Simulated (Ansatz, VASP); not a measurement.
**Rh: VASP beside Ansatz**

Contents of INCAR:

```
PREC = Accurate ; ENCUT = 520
EDIFF = 1E-6 ; ISMEAR = -1
SIGMA = 0.1 ; LREAL = False
LASPH = True ; NELM = 150
ALGO = Normal ; ISIF = 2
LWAVE = False ; LCHARG = False
MAGMOM = 0 0 0 ; LORBIT = 11
LSORBIT = True ; GGA_COMPAT = False
LORBMOM = True ; LMAXMIX = 4
NBANDS = 26
```

The input KPOINTS:

```
regular mesh
0
Gamma
  13 13 13
```

File POSCAR:

```
Rh
1.0
    2.4810038578      0.0000000000      0.0000000000
    0.0000000000      2.4810038578      0.0000000000
    0.0000000000      0.0000000000      2.4810038578
Rh
1
Direct
    0.0000000000      0.0000000000      0.0000000000
```

Input for Ansatz:

```yaml
crystal:
  lattice:
    - [2.4810038578, 0.0, 0.0]
    - [0.0, 2.4810038578, 0.0]
    - [0.0, 0.0, 2.4810038578]
  atoms:
    - { symbol: Rh, position: [0.0, 0.0, 0.0] }
hamiltonian:
  xc: lda
  pseudopotentials:
    kind: paw_fr
    azcp:
      Rh: "pseudopotentials/Rh.paw.azcp"
basis:
  ecutwfc: 420
  fft_grid_basis: typed
kpoints:
  mp_grid: { grid: [13, 13, 13], shift: [0, 0, 0] }
magnetization:
  noncollinear: true
  spin_orbit: true
scf:
  occupations: { method: fermi_dirac, width: 0.1 }
```

Alike in both runs: task single point; functional LDA; k mesh 13 × 13 × 13; occupations fermi-dirac, width 0.1 eV; non-collinear spin, spin-orbit coupling.

|  | VASP | Ansatz |
| --- | --- | --- |
| version | VASP 6.6.1 | Ansatz 0.2.0 |
| potentials or method | VASP PAW LDA potentials, release 64 (Rh_pv) | plane waves (420 eV) with PAW, fully relativistic with spin-orbit coupling |
| plane-wave cutoff (eV) | 520 | 420 |
| valence electrons in the cell | 15 | 17 |

|  | VASP | Ansatz | Ansatz less VASP |
| --- | --- | --- | --- |
| net moment per atom (μB) | 0.00 | 0.00 | 0.000 |

The two sets of potentials don't hold the same shells in valence. Ansatz warned: «pseudo_functional_mismatch».
